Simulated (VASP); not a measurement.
# Ga3Se (Pm-3m) in VASP: equation of state

How stiff is Ga3Se in PBEsol, and what volume does it want? The cell is scaled to several volumes.

Everything below comes from runs of VASP 6.6.1. Logs are shortened: lines on timing, memory, paths and dates and some standing lists are left out, and cuts for length are marked.

### Step 1. The crystal as given

It takes space group Pm-3m (No. 221, cubic). The conventional cell has a = 4.432 Å, b = 4.432 Å, c = 4.432 Å, α = 90.00°, β = 90.00°, γ = 90.00°. Se (site symmetry m-3m) is surrounded by 12 Ga at 3.13 Å. Ga (site symmetry 4/mmm) is surrounded by 4 Se at 3.13 Å and 8 Ga at 3.13 Å.

The cell comes from a database or a generator and needn't be the stable form of this composition.

### Step 2. Equation of state, PBEsol, 20.46 Å³/atom (volume scaled by 0.94)

Contents of INCAR:

```
PREC     = Accurate       # precision mode
ENCUT    = 520            # plane-wave cutoff, eV
EDIFF    = 1E-7           # SCF threshold, eV
ISMEAR   = -1             # smearing method
SIGMA    = 0.05           # smearing width, eV
LREAL    = F              # projectors in reciprocal space
LASPH    = T              # aspherical terms in the spheres
NELM     = 60             # most SCF steps
ALGO     = Normal         # electronic algorithm
ISIF     = 2              # what is computed and relaxed
LWAVE    = F              # write WAVECAR
LCHARG   = F              # write CHGCAR
GGA      = PS             # functional
NBANDS   = 30             # bands
```

Contents of KPOINTS:

```
regular mesh
0
Gamma
  6 6 6
```

Contents of POSCAR:

```
Ga3Se
1.0
    4.3419811414      0.0000000000      0.0000000000
    0.0000000000      4.3419811414      0.0000000000
    0.0000000000      0.0000000000      4.3419811414
Se Ga
1 3
Direct
    0.0000000000      0.0000000000      0.0000000000
    0.5000000000      0.5000000000      0.0000000000
    0.5000000000      0.0000000000      0.5000000000
    0.0000000000      0.5000000000      0.5000000000
```

Potentials or basis: VASP PAW PBE potentials, release 64 (Se, Ga_d).

Run with:

```console
$ cat potpaw_PBE.64/Se/POTCAR potpaw_PBE.64/Ga_d/POTCAR > POTCAR
$ mpirun -np 1 vasp_std > vasp.out
```

OUTCAR:

```text
PREC = Accurate
   ENCUT = 520
   EDIFF = 1E-7
   ISMEAR = -1
   LREAL = F
   LASPH = T
   NELM = 60
   ISIF = 2
   GGA = PS

 Found     20 irreducible k-points:

 Following reciprocal coordinates:
            Coordinates               Weight
  0.000000  0.000000  0.000000      1.000000
  0.166667  0.000000  0.000000      6.000000
  0.333333  0.000000  0.000000      6.000000
  0.500000  0.000000  0.000000      3.000000
  0.166667  0.166667  0.000000     12.000000
  0.333333  0.166667  0.000000     24.000000
   k-points           NKPTS =     20   k-points in BZ     NKDIM =     20   number of bands    NBANDS=     30
   number of dos      NEDOS =    301   number of ions     NIONS =      4
   total plane-waves  NPLWV =  32768
   dimension x,y,z NGX =    32 NGY =   32 NGZ =   32
   dimension x,y,z NGXF=    64 NGYF=   64 NGZF=   64
   ions per type =               1   3
   NGX,Y,Z   is equivalent  to a cutoff of  12.25, 12.25, 12.25 a.u.
   NGXF,Y,Z  is equivalent  to a cutoff of  24.50, 24.50, 24.50 a.u.
 SYSTEM =  unknown system
   PREC   = accura    normal or accurate (medium, high low for compatibility)
   ISTART =      0    job   : 0-new  1-cont  2-samecut
   ICHARG =      2    charge: 1-file 2-atom 10-const
   ISPIN  =      1    spin polarized calculation?
   LNONCOLLINEAR =      F non collinear calculations
   LSORBIT =      F    spin-orbit coupling
   LASPH  =      T    aspherical Exc in radial PAW
   ENCUT  =  520.0 eV  38.22 Ry    6.18 a.u.   8.07  8.07  8.07*2*pi/ulx,y,z
   NELM   =     60;   NELMIN=  2; NELMDL= -5     # of ELM steps
   EDIFF  = 0.1E-06   stopping-criterion for ELM
   LREAL  =      F    real-space projection
   EDIFFG = 0.1E-05   stopping-criterion for IOM
   NSW    =      0    number of steps for IOM
   IBRION =     -1    ionic relax: 0-MD 1-quasi-New 2-CG
   NFREE  =      0    steps in history (QN), initial steepest desc. (CG)
   ISIF   =      2    stress and relaxation
   ISYM   =      2    0-nonsym 1-usesym 2-fastsym
   POTIM  = 0.5000    time-step for ionic-motion
   TEBEG  =    0.0;   TEEND  =   0.0 temperature during run
   PSTRESS=    0.0 pullay stress
   NELECT =      45.0000    total number of electrons
   NUPDOWN=      -1.0000    fix difference up-down
   EMIN   =  10.00;   EMAX   =-10.00  energy-range for DOS
   EFERMI =   0.00;   METHOD = LEGACY
   ISMEAR =    -1;   SIGMA  =   0.05  broadening in eV -4-tet -1-fermi 0-gaus
   EFERMI_NEDOS =   21; number of points for ismear=-14 and -15
   IALGO  =     38    algorithm
   IMIX   =      4    mixing-type and parameters
     AMIX     =   0.40;   BMIX     =  1.00
     AMIX_MAG =   1.60;   BMIX_MAG =  1.00
  volume/ion in A,a.u.               =      20.46       138.10
  Fermi-wavevector in a.u.,A,eV,Ry     =   1.341089  2.534292 24.470361  1.798521
  Thomas-Fermi vector in A             =   2.469351
   LORBIT       =      0    0 simple, 1 ext, 2 COOP (PROOUT), +10 PAW based schemes
   GGA     = PS    functional components
   LHFCALC =     F    Hartree Fock is set to
   AEXX    =    0.0000 exact exchange contribution
   IVDW    =     0    specifies the selected vdW correction
   LEPSILON=     F    determine dielectric tensor
   LRPA    =     F    only Hartree local field effects (RPA)
 non-spin polarized calculation
  energy-cutoff  :      520.00
  volume of cell :       81.86
 maximum number of plane-waves:      2272
   NGX = 17   NGY = 17   NGZ = 17

 number of electron      45.0000082 magnetization

 Free energy of the ion-electron system (eV)
  ---------------------------------------------------
  ext. energy  EPLUGINS =         0.00000000
  ---------------------------------------------------
  free energy    TOTEN  =       -14.02746289 eV

  energy without entropy =      -14.01763211  energy(sigma->0) =      -14.02254750

 E-fermi :   5.0311     XC(G=0): -10.7021

 val. band max:        4.9433635823   @ k =   0.3333   0.1667   0.1667
 cond. band min:       5.1243725115   @ k =   0.1667   0.1667   0.0000
 fundamental gap:      0.1810089291
 Fermi energy:         5.0311040114

 k-point     1 :       0.0000    0.0000    0.0000
  band No.  band energies     occupation
      1      -9.9846      2.00000
      2      -9.9373      2.00000
      3      -9.9373      2.00000
      4      -9.9373      2.00000
      5      -9.8762      2.00000
      6      -9.8762      2.00000
[... 22 lines left out ...]
     29      11.1877      0.00000
     30      12.2752      0.00000

 k-point     2 :       0.1667    0.0000    0.0000
  band No.  band energies     occupation
      1      -9.9612      2.00000
      2      -9.9335      2.00000
      3      -9.9215      2.00000
      4      -9.9215      2.00000
      5      -9.8737      2.00000
      6      -9.8644      2.00000
[... 22 lines left out ...]
     29      11.9791      0.00000
     30      12.4595      0.00000

 k-point     3 :       0.3333    0.0000    0.0000
  band No.  band energies     occupation
      1      -9.9253      2.00000
      2      -9.9060      2.00000
      3      -9.8786      2.00000
      4      -9.8786      2.00000
      5      -9.8667      2.00000
      6      -9.8349      2.00000
[... 22 lines left out ...]
     29      11.8650      0.00000
     30      12.2756      0.00000

 k-point     4 :       0.5000    0.0000    0.0000
  band No.  band energies     occupation
      1      -9.9208      2.00000
      2      -9.8765      2.00000
      3      -9.8429      2.00000
      4      -9.8389      2.00000
      5      -9.8389      2.00000
      6      -9.8130      2.00000
[... 22 lines left out ...]
     29       9.9911      0.00000
     30      11.5173      0.00000

 k-point     5 :       0.1667    0.1667    0.0000
  band No.  band energies     occupation
      1      -9.9436      2.00000
      2      -9.9239      2.00000
      3      -9.9116      2.00000
      4      -9.9086      2.00000
      5      -9.8666      2.00000
      6      -9.8557      2.00000
[... 22 lines left out ...]
     29      11.9295      0.00000
     30      12.3950      0.00000

 k-point     6 :       0.3333    0.1667    0.0000
  band No.  band energies     occupation
      1      -9.9123      2.00000
      2      -9.9036      2.00000
      3      -9.8728      2.00000
      4      -9.8695      2.00000
      5      -9.8595      2.00000
      6      -9.8295      2.00000
[... 22 lines left out ...]
     29      10.4777      0.00000
     30      11.0568      0.00000

 [... further k-points ...]

------------------------ aborting loop because EDIFF is reached ----------------------------------------

  FORCE on cell =-STRESS in cart. coord.  units (eV):
  Direction    XX          YY          ZZ          XY          YZ          ZX
  --------------------------------------------------------------------------------------
  -------------------------------------------------------------------------------------
  Total       -0.5968762     -0.5968762     -0.5968762      0.0000000     -0.0000000     -0.0000000
  in kB      -11.6823729    -11.6823729    -11.6823729      0.0000000     -0.0000000     -0.0000000
  external PRESSURE =     -11.6823729 kB  Pullay stress =       0.0000000 kB

 VOLUME and BASIS-vectors are now :
 -----------------------------------------------------------------------------
  energy-cutoff  :      520.00
  volume of cell :       81.86
      direct lattice vectors                 reciprocal lattice vectors
     4.341981141  0.000000000  0.000000000     0.230309614  0.000000000  0.000000000
     0.000000000  4.341981141  0.000000000     0.000000000  0.230309614  0.000000000
     0.000000000  0.000000000  4.341981141     0.000000000  0.000000000  0.230309614

 POSITION                                       TOTAL-FORCE (eV/Angst)
 -----------------------------------------------------------------------------------
      0.00000      0.00000      0.00000         0.000000      0.000000      0.000000
      2.17099      2.17099      0.00000         0.000000      0.000000      0.000000
      2.17099      0.00000      2.17099         0.000000      0.000000      0.000000
      0.00000      2.17099      2.17099         0.000000      0.000000      0.000000
 -----------------------------------------------------------------------------------
    total drift:                                0.000000     -0.000000     -0.000000

  FREE ENERGIE OF THE ION-ELECTRON SYSTEM (eV)
  ---------------------------------------------------
  free  energy   TOTEN  =       -14.0274628907 eV

  energy  without entropy=      -14.0176321127  energy(sigma->0) =      -14.02254750
```

OSZICAR:

```text
N       E                     dE             d eps       ncg     rms          rms(c)
DAV:   1     0.311181494236E+03    0.31118E+03   -0.21638E+04  1212   0.250E+03
DAV:   2     0.255812047766E+02   -0.28560E+03   -0.27729E+03  1250   0.517E+02
DAV:   3    -0.126063215361E+02   -0.38188E+02   -0.36864E+02  1376   0.140E+02
DAV:   4    -0.141267298777E+02   -0.15204E+01   -0.15070E+01  1416   0.285E+01
DAV:   5    -0.141630602356E+02   -0.36330E-01   -0.36288E-01  1388   0.442E+00    0.339E+00
DAV:   6    -0.140429590685E+02    0.12010E+00   -0.31405E-01  1644   0.735E+00    0.197E+00
DAV:   7    -0.140305271881E+02    0.12432E-01   -0.45209E-02  1516   0.150E+00    0.736E-01
DAV:   8    -0.140275051465E+02    0.30220E-02   -0.72896E-03  1446   0.687E-01    0.730E-02
DAV:   9    -0.140274577419E+02    0.47405E-04   -0.99230E-04  1530   0.266E-01    0.420E-02
DAV:  10    -0.140274604552E+02   -0.27133E-05   -0.12002E-04  1424   0.112E-01    0.212E-02
DAV:  11    -0.140274636828E+02   -0.32276E-05   -0.16540E-05  1612   0.272E-02    0.182E-02
DAV:  12    -0.140274631659E+02    0.51685E-06   -0.16827E-06  1448   0.136E-02    0.475E-03
DAV:  13    -0.140274629640E+02    0.20190E-06   -0.16203E-06  1650   0.157E-02    0.138E-03
DAV:  14    -0.140274628907E+02    0.73329E-07   -0.11826E-07  1012   0.273E-03
   1 F= -.14027463E+02 E0= -.14022548E+02  d E =-.983078E-02
```

stdout:

```text
POSCAR found type information on POSCAR SeGa
 POSCAR found :  2 types and       4 ions
 scaLAPACK will be used
 -----------------------------------------------------------------------------
|                                                                             |
|                                                                             |
|     You enforced a specific xc type in the INCAR file but a different       |
|     I HOPE YOU KNOW WHAT YOU ARE DOING!                                     |
|                                                                             |
 -----------------------------------------------------------------------------

 LDA part: xc-table for (Slater+PW92), standard interpolation
 POSCAR, INCAR and KPOINTS ok, starting setup
 FFT: planning ... GRIDC
 FFT: planning ... GRID_SOFT
 FFT: planning ... GRID
 WAVECAR not read
 entering main loop
```

Wall time 24 s (1 thread of AMD EPYC 9R45 (Zen 5), shared host); peak memory 0.16 GiB.

What came out:

- Free energy: -14.0275 eV
- Pressure: -1.2 GPa
- Band gap on the k mesh: none (metal or under the smearing width)

Caveat: the PAW data sets were made with another functional, which shifts forces and pressure a little.

### Step 3. Equation of state, PBEsol, 20.90 Å³/atom (volume scaled by 0.96)

INCAR is that of step 2.

KPOINTS is that of step 2.

Contents of POSCAR:

```
Ga3Se
1.0
    4.3725594808      0.0000000000      0.0000000000
    0.0000000000      4.3725594808      0.0000000000
    0.0000000000      0.0000000000      4.3725594808
Se Ga
1 3
Direct
    0.0000000000      0.0000000000      0.0000000000
    0.5000000000      0.5000000000      0.0000000000
    0.5000000000      0.0000000000      0.5000000000
    0.0000000000      0.5000000000      0.5000000000
```

Potentials or basis: VASP PAW PBE potentials, release 64 (Se, Ga_d).

Run with:

```console
$ cat potpaw_PBE.64/Se/POTCAR potpaw_PBE.64/Ga_d/POTCAR > POTCAR
$ mpirun -np 1 vasp_std > vasp.out
```

Wall time 33 s (1 thread of AMD EPYC 9R45 (Zen 5), shared host); peak memory 0.19 GiB.

The run converged. Its results:

* Free energy: -14.0097 eV
* Pressure: -2.1 GPa
* Band gap on the k mesh: none (metal or under the smearing width)

Caveat: the PAW data sets were made with another functional, which shifts forces and pressure a little.

[end of part 1 of 2]
